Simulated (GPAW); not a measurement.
Crystal: GaN.

```
Ga N
1.0
     3.18000    0.00000    0.00000
    -1.59000    2.75396    0.00000
     0.00000    0.00000    5.16600
Ga N
2 2
Direct
  0.66667 0.33333 0.50000
  0.33333 0.66667 0.00000
  0.66667 0.33333 0.87500
  0.33333 0.66667 0.37500
```

| Property | Result |
| --- | --- |
| Program | GPAW 26.7.0 |
| Task | relaxation of cell and atoms |
| Functional | BLYP |
| Dispersion | D4 |
| Potentials or basis | PAW data sets generated in the run's folder for this functional |
| Cutoff | 800 eV |
| Basis | pw |
| k mesh | 7 × 7 × 4 |
| Occupations | fermi-dirac, width 0.05 eV |
| Spin | no spin polarisation |

At the start: pressure 8.1 GPa; volume 11.31 Å³/atom.

Question: Where does the relaxation end?

Answer: Over 6 steps the energy falls by 12.8 meV/atom and the volume is 11.75 Å³/atom (+3.9 %); space group P6_3mc (No. 186, to 0.05 Å).

The path:
```csv
step,energy change (eV),largest force (eV/Å),pressure (GPa),volume (Å³)
1,0.0000,0.1669,8.10,45.24
2,-0.0155,0.0760,6.69,45.52
3,-0.0480,0.1221,1.19,46.71
4,-0.0500,0.0900,0.34,46.91
5,-0.0510,0.0280,-0.09,47.01
6,-0.0510,0.0051,-0.05,47.00
```

Final structure:
```
Ga N
1.0
     3.21804    0.00000    0.00000
    -1.60902    2.78690    0.00000
     0.00000    0.00000    5.24055
Ga N
2 2
Direct
  0.66667 0.33333 0.49920
  0.33333 0.66667 0.99920
  0.66667 0.33333 0.87582
  0.33333 0.66667 0.37581
```

Caveat: the data sets keep Ga 3d, Li 1s and Be 1s frozen, and some such compounds lay over 1.5 % in volume off other programs; later steps reuse the first step's grids.
